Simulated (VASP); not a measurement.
# CdS (Fm-3m) in VASP: a series of runs

Runs on CdS. Level: PBE. Tasks: G0W0 quasiparticle levels.

All numbers are computed with VASP 6.6.1; they aren't measurements. Logs are shortened: lines on timing, memory, paths and dates and some standing lists are left out, and cuts for length are marked.

### 1 Starting point

Symmetry: Fm-3m, No. 225, cubic system. The conventional cell has a = 5.506 Å, b = 5.506 Å, c = 5.506 Å, α = 90.00°, β = 90.00°, γ = 90.00°. Cd (site symmetry m-3m) has 6 S at 2.75 Å as nearest neighbours. S (site symmetry m-3m) is surrounded by 6 Cd at 2.75 Å.

Measurements of this composition are mostly on another form, of space group No. 186.

### 2 G0W0 quasiparticle levels, PBE

POSCAR

```
CdS
1.0
    0.0000000000      2.7532440000      2.7532440000
    2.7532440000      0.0000000000      2.7532440000
    2.7532440000      2.7532440000      0.0000000000
Cd S
1 1
Direct
    0.0000000000      0.0000000000      0.0000000000
    0.5000000000      0.5000000000      0.5000000000
```

INCAR.step1

```
SYSTEM = CdS
PREC = Accurate
ENCUT = 450
EDIFF = 1E-8
ISMEAR = 0
SIGMA = 0.01
LREAL = .False.
LASPH = .True.
NELM = 80
ALGO = Normal
LWAVE = .True.
LCHARG = .False.
GGA = PE
```

INCAR.step2

```
SYSTEM = CdS
PREC = Accurate
ENCUT = 450
EDIFF = 1E-8
ISMEAR = 0
SIGMA = 0.01
LREAL = .False.
LASPH = .True.
NELM = 1
ALGO = Exact
LWAVE = .True.
LCHARG = .False.
GGA = PE
NBANDS = 259
LOPTICS = .True.
ISTART = 1
```

INCAR.step3

```
SYSTEM = CdS
PREC = Accurate
ENCUT = 450
EDIFF = 1E-8
ISMEAR = 0
SIGMA = 0.01
LREAL = .False.
LASPH = .True.
ALGO = EVGW0
LWAVE = .False.
LCHARG = .False.
GGA = PE
NELMGW = 1
NBANDS = 259
ENCUTGW = 50
NOMEGA = 48
PRECFOCK = Fast
ISTART = 1
NBANDSGW = 17
```

KPOINTS

```
Automatic mesh
0
Gamma
  3 3 3
  0 0 0
```

Potentials or basis: VASP PAW PBE potentials, release 64 (Cd_GW, S_GW).

Launch:

```bash
$ cat potpaw_PBE.64/Cd_GW/POTCAR potpaw_PBE.64/S_GW/POTCAR > POTCAR
$ cp INCAR.step1 INCAR
$ mpirun -np 1 vasp_std > vasp.out
$ cp INCAR.step2 INCAR
$ mpirun -np 1 vasp_std > vasp.out
$ cp INCAR.step3 INCAR
$ mpirun -np 1 vasp_std > vasp.out
```

OUTCAR:

```text
SYSTEM = CdS
   PREC = Accurate
   ENCUT = 450
   EDIFF = 1E-8
   ISMEAR = 0
   LREAL = .False.
   LASPH = .True.
   GGA = PE
   NELMGW = 1
   ENCUTGW = 50
   PRECFOCK = Fast
   ISTART = 1

 Found      4 irreducible k-points:

 Following reciprocal coordinates:
            Coordinates               Weight
  0.000000  0.000000  0.000000      1.000000
  0.333333  0.000000  0.000000      8.000000
  0.333333  0.333333  0.000000      6.000000
 -0.333333  0.333333  0.000000     12.000000
   k-points           NKPTS =      4   k-points in BZ     NKDIM =     27   number of bands    NBANDS=    259
   number of dos      NEDOS =    301   number of ions     NIONS =      2
   total plane-waves  NPLWV =  21952
   dimension x,y,z NGX =    28 NGY =   28 NGZ =   28
   dimension x,y,z NGXF=    56 NGYF=   56 NGZF=   56
   ions per type =               1   1
   NGX,Y,Z   is equivalent  to a cutoff of  11.95, 11.95, 11.95 a.u.
   NGXF,Y,Z  is equivalent  to a cutoff of  23.91, 23.91, 23.91 a.u.
 SYSTEM =  CdS
   PREC   = accura    normal or accurate (medium, high low for compatibility)
   ISTART =      1    job   : 0-new  1-cont  2-samecut
   ICHARG =      0    charge: 1-file 2-atom 10-const
   ISPIN  =      1    spin polarized calculation?
   LNONCOLLINEAR =      F non collinear calculations
   LSORBIT =      F    spin-orbit coupling
   LASPH  =      T    aspherical Exc in radial PAW
   ENCUT  =  450.0 eV  33.07 Ry    5.75 a.u.   6.73  6.73  6.73*2*pi/ulx,y,z
   NELM   =     60;   NELMIN=  2; NELMDL=  0     # of ELM steps
   EDIFF  = 0.1E-07   stopping-criterion for ELM
   LREAL  =      F    real-space projection
   EDIFFG = 0.1E-06   stopping-criterion for IOM
   NSW    =      0    number of steps for IOM
   IBRION =     -1    ionic relax: 0-MD 1-quasi-New 2-CG
   NFREE  =      0    steps in history (QN), initial steepest desc. (CG)
   ISIF   =      0    stress and relaxation
   ISYM   =      3    0-nonsym 1-usesym 2-fastsym
   POTIM  = 0.5000    time-step for ionic-motion
   TEBEG  =    0.0;   TEEND  =   0.0 temperature during run
   PSTRESS=    0.0 pullay stress
   NELECT =      18.0000    total number of electrons
   NUPDOWN=      -1.0000    fix difference up-down
   EMIN   =  10.00;   EMAX   =-10.00  energy-range for DOS
   EFERMI =   0.00;   METHOD = LEGACY
   ISMEAR =     0;   SIGMA  =   0.01  broadening in eV -4-tet -1-fermi 0-gaus
   EFERMI_NEDOS =   21; number of points for ismear=-14 and -15
   IALGO  =     38    algorithm
   IMIX   =      4    mixing-type and parameters
     AMIX     =   0.40;   BMIX     =  1.00
     AMIX_MAG =   1.60;   BMIX_MAG =  1.00
  volume/ion in A,a.u.               =      20.87       140.84
  Fermi-wavevector in a.u.,A,eV,Ry     =   1.236833  2.337275 20.813583  1.529755
  Thomas-Fermi vector in A             =   2.371425
   LORBIT       =      0    0 simple, 1 ext, 2 COOP (PROOUT), +10 PAW based schemes
   GGA     = PE    functional components
   LHFCALC =     T    Hartree Fock is set to
   PRECFOCK=fast      Normal, Fast or Accurate (Low or Medium for compatibility)
   ENCUT4O =  -1.0   cutoff for four orbital integrals eV
   NKREDX  =     1    reduce k-point grid by
   NKREDY  =     1    reduce k-point grid by
   NKREDZ  =     1    reduce k-point grid by
   AEXX    =    1.0000 exact exchange contribution
   HFSCREEN=    0.0000 screening length (either q_TF or 0.3 A-1)
   HFSCREENC=   0.0000 screening length for correlation (either q_TF or 0.3 A-1)
   ENCUTFOCK=  -1.0 apply spherical cutoff to Coloumb kernel
   IVDW    =     0    specifies the selected vdW correction
   LEPSILON=     F    determine dielectric tensor
   LRPA    =     F    only Hartree local field effects (RPA)
   LRPAFORCE           =     F    calculate RPA forces
   ENCUTGW             =  50.0    cutoff for response function in eV
   ENCUTGWSOFT         =  40.0    soft cutoff for Coulomb kernel in GW response function in eV
   ENCUTLF             =  -1.0    cutoff for local field effects
   NELMGW              =     1    number of iterations in solving QP/BSE equation
   NELMHF              =     1    number of iterations in the inner HF iteration
   NKREDLFX            =     1    NKREDLFY  =   1   NKREDLFZ  =   1
 non-spin polarized calculation
 Gauss-broadening in eV      SIGMA  =   0.01
  energy-cutoff  :      450.00
  volume of cell :       41.74
 maximum number of plane-waves:       906
  NGX = 16; NGY = 16; NGZ = 16
   NGX = 13   NGY = 13   NGZ = 13
 maximum number of plane-waves:        34
 NGX is ok and might be reduce to    10

 QP shifts <psi_nk| G(iteration)W_0 |psi_nk>: iteration 1
 for sc-GW calculations column KS-energies equals QP-energies in previous step
 and V_xc(KS)=  KS-energies - (<T + V_ion + V_H > + <T+V_H+V_ion>^1  + <V_x>^1)

 k-point   1 :       0.0000    0.0000    0.0000
  band No.  KS-energies  QP-energies   sigma(KS)   V_xc(KS)     V^pw_x(r,r')   Z            occupation Imag(sigma)

      1      -8.2276      -8.2996     -12.7895     -12.6776     -20.6296       0.6437       2.0000       1.2866
      2      -3.3313      -5.0129     -17.7275     -15.3687     -23.1447       0.7129       2.0000       0.2800
      3      -3.3313      -5.0129     -17.7275     -15.3687     -23.1447       0.7129       2.0000       0.2800
      4      -3.3313      -5.0129     -17.7275     -15.3687     -23.1447       0.7129       2.0000       0.2800
      5      -3.3249      -5.0348     -17.8767     -15.5045     -23.4091       0.7208       2.0000       0.3362
      6      -3.3249      -5.0348     -17.8767     -15.5045     -23.4091       0.7208       2.0000       0.3362
[... 9 lines left out ...]
     16      15.6056      15.8866      -9.7732     -10.1578      -3.6388       0.7307       0.0000      -0.4126
     17      15.6056      15.8866      -9.7732     -10.1578      -3.6388       0.7307       0.0000      -0.4126

 k-point   2 :       0.3333    0.0000    0.0000
  band No.  KS-energies  QP-energies   sigma(KS)   V_xc(KS)     V^pw_x(r,r')   Z            occupation Imag(sigma)

      1      -7.4583      -7.4800     -13.1952     -13.1620     -20.8816       0.6551       2.0000       1.1498
      2      -3.5365      -5.1707     -17.5454     -15.2500     -23.1242       0.7119       2.0000       0.3421
      3      -3.5365      -5.1707     -17.5454     -15.2500     -23.1242       0.7119       2.0000       0.3421
      4      -3.4494      -5.0697     -17.3080     -15.0319     -22.7137       0.7119       2.0000       0.3074
      5      -3.1877      -4.8915     -17.9271     -15.5481     -23.3571       0.7162       2.0000       0.2837
      6      -3.1877      -4.8915     -17.9271     -15.5481     -23.3571       0.7162       2.0000       0.2837
[... 9 lines left out ...]
     16      15.8326      16.2608     -10.1267     -10.6923      -4.6916       0.7571       0.0000      -0.2844
     17      21.5622      22.0778     -10.3572     -11.0368      -3.7775       0.7586       0.0000      -0.8338

 k-point   3 :       0.3333    0.3333    0.0000
  band No.  KS-energies  QP-energies   sigma(KS)   V_xc(KS)     V^pw_x(r,r')   Z            occupation Imag(sigma)

      1      -7.4873      -7.5692     -13.4856     -13.3587     -21.1871       0.6452       2.0000       1.0927
      2      -3.4402      -5.1065     -17.5438     -15.2039     -22.9533       0.7121       2.0000       0.2842
      3      -3.2482      -4.9615     -17.9636     -15.5834     -23.5002       0.7198       2.0000       0.3321
      4      -3.1787      -4.6912     -17.1268     -15.0296     -22.6047       0.7212       2.0000       0.3783
      5      -3.1577      -4.8538     -17.9177     -15.5467     -23.3394       0.7154       2.0000       0.2784
      6      -3.1577      -4.8538     -17.9177     -15.5467     -23.3394       0.7154       2.0000       0.2784
[... 9 lines left out ...]
     16      19.5780      20.2564     -10.6536     -11.5432      -4.2763       0.7626       0.0000      -0.6790
     17      19.5780      20.2564     -10.6536     -11.5432      -4.2763       0.7626       0.0000      -0.6790

 k-point   4 :      -0.3333    0.3333    0.0000
  band No.  KS-energies  QP-energies   sigma(KS)   V_xc(KS)     V^pw_x(r,r')   Z            occupation Imag(sigma)

      1      -7.1911      -7.2591     -13.7395     -13.6351     -21.4151       0.6510       2.0000       1.0393
      2      -3.4626      -5.1127     -17.6372     -15.3329     -23.2267       0.7161       2.0000       0.3509
      3      -3.4289      -5.0514     -17.3397     -15.0640     -22.7523       0.7130       2.0000       0.3076
      4      -3.2651      -4.9319     -17.6605     -15.3251     -23.0689       0.7137       2.0000       0.2897
      5      -3.1335      -4.8410     -17.9720     -15.5914     -23.3913       0.7172       2.0000       0.2758
      6      -2.8377      -4.3954     -17.7671     -15.6200     -23.2646       0.7255       2.0000       0.3416
[... 9 lines left out ...]
     16      19.7754      20.3356     -10.4324     -11.1813      -3.9643       0.7481       0.0000      -0.7376
     17      20.9739      21.5517     -10.5103     -11.2693      -4.0494       0.7612       0.0000      -0.7986
```

Run time: 46 s. Hardware: 1 thread of Intel Xeon 6975P-C (Granite Rapids), shared host; peak memory 0.25 GiB.

The run converged, but some of its settings lie outside the range that counts as converged, so its numbers aren't taken as properties of the crystal.

Results:

```
Band gap on the k mesh, mean-field level : 0.97 eV, indirect (least direct gap 1.47 eV)
Quasiparticle gap                        : 1.47 eV
Least direct quasiparticle gap           : 1.94 eV
```

Caveat: the k mesh is coarse (spacing up to 0.66 Å⁻¹), so the values aren't converged; bands, screening cutoff and mesh are small and nothing is extrapolated, so the quasiparticle values aren't converged; an odd mesh through Γ misses points on the zone boundary, where band edges often lie.

### 3 G0W0 quasiparticle levels, PBE

POSCAR is that of step 2.

INCAR.step1 is that of step 2.

INCAR.step2 is that of step 2.

INCAR.step3, as its differences from that of step 2:

```diff
@@ -14,3 +14,3 @@
 NBANDS = 259
-ENCUTGW = 50
+ENCUTGW = 75
 NOMEGA = 48
```

KPOINTS is that of step 2.

Potentials or basis: VASP PAW PBE potentials, release 64 (Cd_GW, S_GW).

Launch:

```bash
$ cat potpaw_PBE.64/Cd_GW/POTCAR potpaw_PBE.64/S_GW/POTCAR > POTCAR
$ cp INCAR.step1 INCAR
$ mpirun -np 1 vasp_std > vasp.out
$ cp INCAR.step2 INCAR
$ mpirun -np 1 vasp_std > vasp.out
$ cp INCAR.step3 INCAR
$ mpirun -np 1 vasp_std > vasp.out
```

OUTCAR:

```text
SYSTEM = CdS
   PREC = Accurate
   ENCUT = 450
   EDIFF = 1E-8
   ISMEAR = 0
   LREAL = .False.
   LASPH = .True.
   GGA = PE
   NELMGW = 1
   ENCUTGW = 75
   PRECFOCK = Fast
   ISTART = 1

 Found      4 irreducible k-points:

 Following reciprocal coordinates:
            Coordinates               Weight
  0.000000  0.000000  0.000000      1.000000
  0.333333  0.000000  0.000000      8.000000
  0.333333  0.333333  0.000000      6.000000
 -0.333333  0.333333  0.000000     12.000000
   k-points           NKPTS =      4   k-points in BZ     NKDIM =     27   number of bands    NBANDS=    259
   number of dos      NEDOS =    301   number of ions     NIONS =      2
   total plane-waves  NPLWV =  21952
   dimension x,y,z NGX =    28 NGY =   28 NGZ =   28
   dimension x,y,z NGXF=    56 NGYF=   56 NGZF=   56
   ions per type =               1   1
   NGX,Y,Z   is equivalent  to a cutoff of  11.95, 11.95, 11.95 a.u.
   NGXF,Y,Z  is equivalent  to a cutoff of  23.91, 23.91, 23.91 a.u.
 SYSTEM =  CdS
   PREC   = accura    normal or accurate (medium, high low for compatibility)
[... 31 lines left out ...]
  Thomas-Fermi vector in A             =   2.371425
   LORBIT       =      0    0 simple, 1 ext, 2 COOP (PROOUT), +10 PAW based schemes
   GGA     = PE    functional components
   LHFCALC =     T    Hartree Fock is set to
   PRECFOCK=fast      Normal, Fast or Accurate (Low or Medium for compatibility)
   ENCUT4O =  -1.0   cutoff for four orbital integrals eV
   NKREDX  =     1    reduce k-point grid by
   NKREDY  =     1    reduce k-point grid by
   NKREDZ  =     1    reduce k-point grid by
   AEXX    =    1.0000 exact exchange contribution
   HFSCREEN=    0.0000 screening length (either q_TF or 0.3 A-1)
   HFSCREENC=   0.0000 screening length for correlation (either q_TF or 0.3 A-1)
   ENCUTFOCK=  -1.0 apply spherical cutoff to Coloumb kernel
   IVDW    =     0    specifies the selected vdW correction
   LEPSILON=     F    determine dielectric tensor
   LRPA    =     F    only Hartree local field effects (RPA)
   LRPAFORCE           =     F    calculate RPA forces
   ENCUTGW             =  75.0    cutoff for response function in eV
   ENCUTGWSOFT         =  60.0    soft cutoff for Coulomb kernel in GW response function in eV
   ENCUTLF             =  -1.0    cutoff for local field effects
   NELMGW              =     1    number of iterations in solving QP/BSE equation
   NELMHF              =     1    number of iterations in the inner HF iteration
   NKREDLFX            =     1    NKREDLFY  =   1   NKREDLFZ  =   1
 non-spin polarized calculation
 Gauss-broadening in eV      SIGMA  =   0.01
  energy-cutoff  :      450.00
  volume of cell :       41.74
 maximum number of plane-waves:       906
  NGX = 16; NGY = 16; NGZ = 16
   NGX = 13   NGY = 13   NGZ = 13
 maximum number of plane-waves:        64
 NGX is ok and might be reduce to    14

 QP shifts <psi_nk| G(iteration)W_0 |psi_nk>: iteration 1
 for sc-GW calculations column KS-energies equals QP-energies in previous step
 and V_xc(KS)=  KS-energies - (<T + V_ion + V_H > + <T+V_H+V_ion>^1  + <V_x>^1)

 k-point   1 :       0.0000    0.0000    0.0000
  band No.  KS-energies  QP-energies   sigma(KS)   V_xc(KS)     V^pw_x(r,r')   Z            occupation Imag(sigma)

      1      -8.2276      -8.3791     -12.9148     -12.6776     -20.6296       0.6386       2.0000       1.2975
      2      -3.3313      -5.0356     -17.7727     -15.3687     -23.1447       0.7089       2.0000       0.3633
      3      -3.3313      -5.0356     -17.7727     -15.3687     -23.1447       0.7089       2.0000       0.3633
      4      -3.3313      -5.0356     -17.7727     -15.3687     -23.1447       0.7089       2.0000       0.3633
      5      -3.3249      -5.0497     -17.9146     -15.5045     -23.4091       0.7156       2.0000       0.4231
      6      -3.3249      -5.0497     -17.9146     -15.5045     -23.4091       0.7156       2.0000       0.4231
[... 59 lines left out ...]
      3      -3.4289      -5.0794     -17.3918     -15.0640     -22.7523       0.7091       2.0000       0.3860
      4      -3.2651      -4.9560     -17.7075     -15.3251     -23.0689       0.7097       2.0000       0.3718
      5      -3.1335      -4.8606     -18.0136     -15.5914     -23.3913       0.7130       2.0000       0.3618
      6      -2.8377      -4.4109     -17.8039     -15.6200     -23.2646       0.7204       2.0000       0.4239
[... 9 lines left out ...]
     16      19.7754      20.1805     -10.6378     -11.1813      -3.9643       0.7455       0.0000      -0.7409
     17      20.9739      21.3991     -10.7086     -11.2693      -4.0494       0.7583       0.0000      -0.8000
```

Wall time 50 s (1 thread of Intel Xeon 6975P-C (Granite Rapids), shared host); peak memory 0.25 GiB.

These settings aren't checked as converged: the numbers below hold their error.

What came out:

| Quantity | Value |
| --- | --- |
| Band gap on the k mesh, mean-field level | 0.97 eV, indirect (least direct gap 1.47 eV) |
| Quasiparticle gap | 1.51 eV |
| Least direct quasiparticle gap | 2.00 eV |

Caveat: the k mesh is coarse (spacing up to 0.66 Å⁻¹), so the values aren't converged; bands, screening cutoff and mesh are small and nothing is extrapolated, so the quasiparticle values aren't converged; an odd mesh through Γ misses points on the zone boundary, where band edges often lie.

(Part 1 of 2 ends here.)
